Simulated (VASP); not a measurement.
# C (Fd-3m) in VASP: notebook, part 2 of 3

VASP 6.6.1.

## (4) Single point, LDA (grid = ENCUT=400 dk=0.45 cell=3x3x2 ISMEAR=0 SIGMA=0.05 LREAL=Auto EDIFF=0.0001)

INCAR reads:

```
SYSTEM = C
PREC     = Accurate       ! precision mode
ENCUT    = 400            ! plane-wave cutoff, eV
EDIFF    = 1E-4           ! SCF threshold, eV
ISMEAR   = 0              ! smearing method
SIGMA    = 0.05           ! smearing width, eV
LREAL    = Auto         
LASPH    = .True.         ! aspherical terms in the spheres
NELM     = 120            ! most SCF steps
ALGO     = Fast           ! electronic algorithm
ISIF     = 2              ! what is computed and relaxed
LWAVE    = .False.        ! write WAVECAR
LCHARG   = .False.        ! write CHGCAR
NBANDS   = 83             ! bands
NCORE    = 1            
KPAR     = 2
```

KPOINTS reads:

```
regular mesh
0
Gamma
  3 3 4
  0 0 0
```

POSCAR reads:

```
C
1.0
    0.0000000000      5.3501100000      5.3501100000
    5.3501100000      0.0000000000      5.3501100000
    3.5667400000      3.5667400000      0.0000000000
C
36
Direct
    0.2500000000      0.2500000000      0.3750000000
    0.2500000000      0.2500000000      0.8750000000
    0.2500000000      0.5833333333      0.3750000000
    0.2500000000      0.5833333333      0.8750000000
    0.2500000000      0.9166666667      0.3750000000
    0.2500000000      0.9166666667      0.8750000000
    0.5833333333      0.2500000000      0.3750000000
    0.5833333333      0.2500000000      0.8750000000
    0.5833333333      0.5833333333      0.3750000000
    0.5833333333      0.5833333333      0.8750000000
    0.5833333333      0.9166666667      0.3750000000
    0.5833333333      0.9166666667      0.8750000000
    0.9166666667      0.2500000000      0.3750000000
    0.9166666667      0.2500000000      0.8750000000
    0.9166666667      0.5833333333      0.3750000000
    0.9166666667      0.5833333333      0.8750000000
    0.9166666667      0.9166666667      0.3750000000
    0.9166666667      0.9166666667      0.8750000000
    0.1666666667      0.1666666667      0.2500000000
    0.1666666667      0.1666666667      0.7500000000
    0.1666666667      0.5000000000      0.2500000000
    0.1666666667      0.5000000000      0.7500000000
    0.1666666667      0.8333333333      0.2500000000
    0.1666666667      0.8333333333      0.7500000000
    0.5000000000      0.1666666667      0.2500000000
    0.5000000000      0.1666666667      0.7500000000
    0.5000000000      0.5000000000      0.2500000000
    0.5000000000      0.5000000000      0.7500000000
    0.5000000000      0.8333333333      0.2500000000
    0.5000000000      0.8333333333      0.7500000000
    0.8333333333      0.1666666667      0.2500000000
    0.8333333333      0.1666666667      0.7500000000
    0.8333333333      0.5000000000      0.2500000000
    0.8333333333      0.5000000000      0.7500000000
    0.8333333333      0.8333333333      0.2500000000
    0.8333333333      0.8333333333      0.7500000000
```

Potentials or basis: VASP PAW LDA potentials, release 64 (C).

On the command line:

```console
cat potpaw_LDA.64/C/POTCAR > POTCAR
mpirun -np 4 vasp_std > vasp.out
```

OUTCAR:

```text
SYSTEM = C
   PREC = Accurate
   ENCUT = 400
   EDIFF = 1E-4
   ISMEAR = 0
   LREAL = Auto
   LASPH = .True.
   NELM = 120
   ISIF = 2

 Found     14 irreducible k-points:

 Following reciprocal coordinates:
            Coordinates               Weight
  0.000000  0.000000  0.000000      1.000000
  0.333333  0.000000  0.000000      4.000000
  0.333333  0.333333  0.000000      2.000000
 -0.333333  0.333333  0.000000      2.000000
  0.000000  0.000000  0.250000      2.000000
  0.333333  0.000000  0.250000      4.000000
   k-points           NKPTS =     14   k-points in BZ     NKDIM =     14   number of bands    NBANDS=     84
   number of dos      NEDOS =    301   number of ions     NIONS =     36
   total plane-waves  NPLWV =  90000
   dimension x,y,z NGX =    50 NGY =   50 NGZ =   36
   dimension x,y,z NGXF=   100 NGYF=  100 NGZF=   72
   ions per type =              36
   NGX,Y,Z   is equivalent  to a cutoff of  10.99, 10.99, 11.86 a.u.
   NGXF,Y,Z  is equivalent  to a cutoff of  21.97, 21.97, 23.73 a.u.
 SYSTEM =  C
   PREC   = accura    normal or accurate (medium, high low for compatibility)
   ISTART =      0    job   : 0-new  1-cont  2-samecut
   ICHARG =      2    charge: 1-file 2-atom 10-const
   ISPIN  =      1    spin polarized calculation?
   LNONCOLLINEAR =      F non collinear calculations
   LSORBIT =      F    spin-orbit coupling
   LASPH  =      T    aspherical Exc in radial PAW
   ENCUT  =  400.0 eV  29.40 Ry    5.42 a.u.  12.34 12.34  8.23*2*pi/ulx,y,z
   NELM   =    120;   NELMIN=  2; NELMDL= -5     # of ELM steps
   EDIFF  = 0.1E-03   stopping-criterion for ELM
   LREAL  =      T    real-space projection
   EDIFFG = 0.1E-02   stopping-criterion for IOM
   NSW    =      0    number of steps for IOM
   IBRION =     -1    ionic relax: 0-MD 1-quasi-New 2-CG
   NFREE  =      0    steps in history (QN), initial steepest desc. (CG)
   ISIF   =      2    stress and relaxation
   ISYM   =      2    0-nonsym 1-usesym 2-fastsym
   POTIM  = 0.5000    time-step for ionic-motion
   TEBEG  =    0.0;   TEEND  =   0.0 temperature during run
   PSTRESS=    0.0 pullay stress
   NELECT =     144.0000    total number of electrons
   NUPDOWN=      -1.0000    fix difference up-down
   EMIN   =  10.00;   EMAX   =-10.00  energy-range for DOS
[... 15 lines left out ...]
   LEPSILON=     F    determine dielectric tensor
   LRPA    =     F    only Hartree local field effects (RPA)
 non-spin polarized calculation
 RMM-DIIS sequential band-by-band and
 Gauss-broadening in eV      SIGMA  =   0.05
  energy-cutoff  :      400.00
  volume of cell :      204.19
 maximum number of plane-waves:      3726
 NGX is ok and might be reduce to    50
   NGX = 25   NGY = 25   NGZ = 17

 number of electron     144.0000012 magnetization

 Free energy of the ion-electron system (eV)
  ---------------------------------------------------
  ext. energy  EPLUGINS =         0.00000000
  ---------------------------------------------------
  free energy    TOTEN  =      -364.44883899 eV

  energy without entropy =     -364.44883899  energy(sigma->0) =     -364.44883899

 E-fermi :  10.0304     XC(G=0): -13.4999

 val. band max:        9.7435680828   @ k =   0.0000   0.0000   0.0000
 cond. band min:      13.8492359460   @ k =   0.0000   0.0000   0.0000
 fundamental gap:      4.1056678632
 Fermi energy:        10.0304258573

 k-point     1 :       0.0000    0.0000    0.0000
  band No.  band energies     occupation
      1     -11.5985      2.00000
      2      -8.5807      2.00000
      3      -8.5807      2.00000
      4      -8.5807      2.00000
      5      -8.5807      2.00000
      6      -7.5799      2.00000
[... 511 lines left out ...]
     83      17.2715      0.00000
     84      17.3224      0.00000

 [... further k-points ...]

------------------------ aborting loop because EDIFF is reached ----------------------------------------

  FORCE on cell =-STRESS in cart. coord.  units (eV):
  Direction    XX          YY          ZZ          XY          YZ          ZX
  --------------------------------------------------------------------------------------
  -------------------------------------------------------------------------------------
  Total      -19.7016912    -19.7016912    -19.7175467      0.0319286     -0.0013709     -0.0013709
  in kB     -154.5920727   -154.5920727   -154.7164852      0.2505326     -0.0107571     -0.0107571
  external PRESSURE =    -154.6335435 kB  Pullay stress =       0.0000000 kB

 VOLUME and BASIS-vectors are now :
 -----------------------------------------------------------------------------
  energy-cutoff  :      400.00
  volume of cell :      204.19
      direct lattice vectors                 reciprocal lattice vectors
     0.000000000  5.350110000  5.350110000    -0.093456022  0.093456022  0.093456022
     5.350110000  0.000000000  5.350110000     0.093456022 -0.093456022  0.093456022
     3.566740000  3.566740000  0.000000000     0.140184034  0.140184034 -0.140184034

 POSITION                                       TOTAL-FORCE (eV/Angst)
 -----------------------------------------------------------------------------------
      2.67505      2.67505      2.67505        -0.000115     -0.000115      0.000042
      4.45843      4.45843      2.67505        -0.000115     -0.000115      0.000042
      4.45842      2.67505      4.45842        -0.000115     -0.000115      0.000042
      6.24179      4.45843      4.45842        -0.000115     -0.000115      0.000042
      6.24180      2.67505      6.24180        -0.000115     -0.000115      0.000042
      8.02517      4.45843      6.24180        -0.000115     -0.000115      0.000042
[... 28 lines left out ...]
      5.35011      5.35011      8.91685         0.000115      0.000115     -0.000042
      7.13348      7.13348      8.91685         0.000115      0.000115     -0.000042
 -----------------------------------------------------------------------------------
    total drift:                                0.000002      0.000002      0.000003

  FREE ENERGIE OF THE ION-ELECTRON SYSTEM (eV)
  ---------------------------------------------------
  free  energy   TOTEN  =      -364.4488389877 eV

  energy  without entropy=     -364.4488389877  energy(sigma->0) =     -364.44883899
```

OSZICAR:

```text
N       E                     dE             d eps       ncg     rms          rms(c)
DAV:   1     0.399029106270E+03    0.39903E+03   -0.66541E+04  2352   0.136E+03
DAV:   2    -0.346081113530E+03   -0.74511E+03   -0.72084E+03  2936   0.283E+02
DAV:   3    -0.377919170000E+03   -0.31838E+02   -0.31637E+02  2696   0.624E+01
DAV:   4    -0.378694233052E+03   -0.77506E+00   -0.77289E+00  2792   0.975E+00
DAV:   5    -0.378712228737E+03   -0.17996E-01   -0.17976E-01  2688   0.150E+00    0.244E+01
RMM:   6    -0.368113266000E+03    0.10599E+02   -0.74474E+00  2408   0.895E+00    0.143E+01
RMM:   7    -0.364399053226E+03    0.37142E+01   -0.12558E+01  2532   0.119E+01    0.289E+00
RMM:   8    -0.364446510367E+03   -0.47457E-01   -0.81527E-01  2567   0.362E+00    0.841E-01
RMM:   9    -0.364445853920E+03    0.65645E-03   -0.23917E-01  2671   0.162E+00    0.277E-01
RMM:  10    -0.364447963017E+03   -0.21091E-02   -0.39278E-02  2663   0.706E-01    0.140E-01
RMM:  11    -0.364448630496E+03   -0.66748E-03   -0.14262E-02  2780   0.350E-01    0.284E-02
RMM:  12    -0.364448784859E+03   -0.15436E-03   -0.17793E-03  2595   0.147E-01    0.125E-02
RMM:  13    -0.364448838988E+03   -0.54128E-04   -0.52184E-04  1945   0.673E-02
   1 F= -.36444884E+03 E0= -.36444884E+03  d E =-.118830E-16
```

stdout:

```text
POSCAR found type information on POSCAR C
 POSCAR found :  1 types and      36 ions
 scaLAPACK will be used
 LDA part: xc-table for (Slater(with rela. corr.)+CA(PZ))
 , standard interpolation
 -----------------------------------------------------------------------------
|                                                                             |
|           W    W    AA    RRRRR   N    N  II  N    N   GGGG   !!!           |
|           W    W   A  A   R    R  NN   N  II  NN   N  G    G  !!!           |
|           W    W  A    A  R    R  N N  N  II  N N  N  G       !!!           |
|           W WW W  AAAAAA  RRRRR   N  N N  II  N  N N  G  GGG   !            |
|           WW  WW  A    A  R   R   N   NN  II  N   NN  G    G                |
|           W    W  A    A  R    R  N    N  II  N    N   GGGG   !!!           |
|                                                                             |
|     The number of bands has been changed from the values supplied in        |
|     The orbitals not found in the WAVECAR file will be initialized with     |
|     random numbers, which is usually adequate. For correlated               |
|     calculations, however, you should redo the groundstate calculation.     |
|     I found NBANDS = 83. Now, NBANDS = 84.                                  |
|                                                                             |
 -----------------------------------------------------------------------------

 POSCAR, INCAR and KPOINTS ok, starting setup
 FFT: planning ... GRIDC
 FFT: planning ... GRID_SOFT
 FFT: planning ... GRID
 WAVECAR not read
 entering main loop
```

It took 3.9 min on 4 MPI ranks of Intel Xeon Platinum 8375C at 2.90GHz (Ice Lake), shared host; peak memory 0.22 GiB.

These settings aren't checked as converged: the numbers below hold their error.

Results:

```yaml
Free_energy: -364.4488 eV
Band_gap_on_the_k_mesh: 4.11 eV
```

Caveat: the cutoff is under 1.25 times the usual one of these potentials, so pressure, stress and relaxed cells hold a basis-set (Pulay) error; an odd mesh through Γ misses points on the zone boundary, where band edges often lie.

(Part 2 of 3 ends here.)
